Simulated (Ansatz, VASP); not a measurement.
Si: VASP beside Ansatz

File INCAR:

```
ALGO = Normal
EDIFF = 1E-7
EDIFFG = -0.002
ENCUT = 600
GGA = CA
IBRION = 2
ISIF = 3
ISMEAR = 0
LASPH = T
LCHARG = F
LREAL = F
LWAVE = F
NELM = 100
NSW = 100
PREC = Accurate
SIGMA = 0.02
```

The input KPOINTS:

```
k-points
0
Gamma
  8 8 8
```

File POSCAR:

```
Si
1.0
    0.0000000000      2.7218511900      2.7218511900
    2.7218511900      0.0000000000      2.7218511900
    2.7218511900      2.7218511900      0.0000000000
Si
2
Direct
    0.0000000000      0.0000000000      0.0000000000
    0.2500000000      0.2500000000      0.2500000000
```

Input for Ansatz:

```yaml
crystal:
  lattice:
    - [0.0, 2.72185119, 2.72185119]
    - [2.72185119, 0.0, 2.72185119]
    - [2.72185119, 2.72185119, 0.0]
  atoms:
    - { symbol: Si, position: [0.0, 0.0, 0.0] }
    - { symbol: Si, position: [0.25, 0.25, 0.25] }
basis:
  ecutwfc: 420
kpoints:
  mp_grid: { grid: [8, 8, 8] }
hamiltonian:
  xc: lda
scf:
  occupations: { method: gaussian, width: 0.02 }
output:
  forces: true
  stress: true
  eigenvalues: true
  write_density: true
  write_potential: true
  elf: true
  volumetric_format: npy
relax:
  adjacent_minimum: "off"
  f_tol: 0.002
  max_steps: 80
  cell: { stress_tol: 0.02 }
```

Alike in both runs: task relaxation of cell and atoms; functional LDA; k mesh 8 × 8 × 8; occupations gaussian, width 0.02 eV; no spin polarisation.

```csv
,VASP,Ansatz
version,VASP 6.6.1,Ansatz 0.2.0
potentials or method,"VASP PAW LDA potentials, release 64 (Si)","scalar-relativistic, plane waves, PAW"
plane-wave cutoff (eV),600,420
valence electrons in the cell,8,8
```

Ansatz gave:

```
gap on the k mesh at the Fermi level, each at its own relaxed structure (eV) : 0.49
relaxed volume (Å³/atom)                                                     : 19.70
relaxed cell length with the largest relative difference (Å)                 : 3.820
energy change over the relaxation (meV/atom)                                 : -3
```

Problem. Estimate VASP's values.

Solution. gap on the k mesh at the Fermi level, each at its own relaxed structure (eV): 0.49; relaxed volume (Å³/atom): 19.72; relaxed cell length with the largest relative difference (Å): 3.821; energy change over the relaxation (meV/atom): -3.

A k mesh can miss the band edges. As with any semilocal functional, this LDA gap is likely too small.
